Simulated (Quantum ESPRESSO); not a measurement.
Runs of Quantum ESPRESSO 7.5 on Pt. It takes space group Im-3m (No. 229, cubic). Conventional cell: a = 3.168 Å, b = 3.168 Å, c = 3.168 Å, α = 90.00°, β = 90.00°, γ = 90.00°. Around Pt (site symmetry m-3m) lie 8 Pt at 2.74 Å. This isn't the form of Pt at room conditions, which is fcc.

```csv
task,level,potentials or basis,k mesh,smearing,ASE optimiser,dispersion computed by,form of the LDA correlation,q mesh,rVV10 parameter b,gap on the mesh (eV),pressure (GPa),relaxed volume (Å³/atom)
relaxation of cell and atoms,PBEsol+D3(BJ),GBRV 1.5 PBEsol,12 × 12 × 12,fermi-dirac 0.05 eV,FIRE,-,-,-,-,none,-0.1,14.85
relaxation of cell and atoms,PBEsol+D3,GBRV 1.5 PBEsol,12 × 12 × 12,fermi-dirac 0.05 eV,FIRE,-,-,-,-,none,-0.1,(b)
relaxation of cell and atoms,PBEsol+D4,GBRV 1.5 PBEsol,12 × 12 × 12,fermi-dirac 0.05 eV,LBFGS,dftd4 4.3.1 through ASE,-,-,-,none,-0.1,(a)
phonon dispersion,LDA,GBRV 1.5 LDA,10 × 10 × 10,cold 0.2 eV,-,-,PZ81,2 × 2 × 2,-,none,-0.3,-
relaxation of cell and atoms,PBEsol+rVV10,GBRV 1.5 PBEsol,12 × 12 × 12,fermi-dirac 0.05 eV,BFGS,-,-,-,6.3,none,0.0,14.77
phonons and electron-phonon coupling,LDA,GBRV 1.5 LDA,12 × 12 × 12,methfessel-paxton 0.272 eV,-,-,PZ81,4 × 4 × 4,-,none,-0.3,-
relaxation of cell and atoms,PBEsol,GBRV 1.5 PBEsol,12 × 12 × 12,fermi-dirac 0.05 eV,BFGS,-,-,-,-,none,-0.1,15.14
phonon dispersion,PBEsol,GBRV 1.5 PBEsol,10 × 10 × 10,cold 0.2 eV,-,-,-,2 × 2 × 2,-,none,-0.2,-
```

Alike in all rows: no spin polarisation; cell relaxed; cutoff (eV) 612.

**Question.** Estimate the missing entries.

**Answer.** (a) 14.91; (b) 14.87.

Caveats: pairwise dispersion overbinds metals, which lowers pressure and volume (some runs); some modes are imaginary (some runs); the mesh is thin for the phonons of a metal (some runs); rVV10's parameter b was fitted to another functional (some runs); λ from interpolated matrix elements is rough: modes that symmetry makes equal can differ by tens of percent (some runs).

A k mesh can miss the band edges, and the runs leave out spin-orbit coupling on Pt.

A gap of «none» marks a metal or a gap under the smearing width.

Not every run made on this cell is shown here.
